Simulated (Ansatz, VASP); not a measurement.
**Hf3H8 in VASP and in Ansatz**

```xyz
11
Lattice="4.6543 0.0000 0.0000 0.0000 4.6543 0.0000 0.0000 0.0000 4.6543" Properties=species:S:1:pos:R:3 pbc="T T T"
Hf    2.3271    0.0000    0.0000
Hf    0.0000    2.3271    0.0000
Hf    0.0000    0.0000    2.3271
H     3.4684    3.4684    3.4684
H     1.1858    1.1858    3.4684
H     1.1858    3.4684    1.1858
H     3.4684    1.1858    1.1858
H     3.4684    3.4684    1.1858
H     1.1858    1.1858    1.1858
H     3.4684    1.1858    3.4684
H     1.1858    3.4684    3.4684
```

Alike in both runs: functional PBE; k mesh 8 × 8 × 8; occupations gaussian, width 0.1 eV; no spin polarisation.

Ansatz relaxed the structure, and its values are those at the end. VASP's run is a single point on that final structure, the one shown.

|  | VASP | Ansatz |
| --- | --- | --- |
| version | VASP 6.6.1 | Ansatz 0.2.0 |
| potentials or method | VASP PAW PBE potentials, release 64 (Hf_pv, H) | scalar-relativistic, plane waves, PAW |
| plane-wave cutoff (eV) | 520 | 420 |
| valence electrons in the cell | 38 | 86 |

Ansatz gave:

| Quantity | Value |
| --- | --- |
| gap on the k mesh at the Fermi level (eV) | none |
| pressure (GPa) | 0.0 |
| rms of the force components (eV/Å) | 0.000 |

Estimate VASP's values.

gap on the k mesh at the Fermi level (eV): none; pressure (GPa): -0.7; rms of the force components (eV/Å): 0.006.

A gap of «none» marks a metal or a gap that the smearing closes. The two sets of potentials don't hold the same shells in valence.

The runs have no spin-orbit coupling, so splittings on Hf are missing.
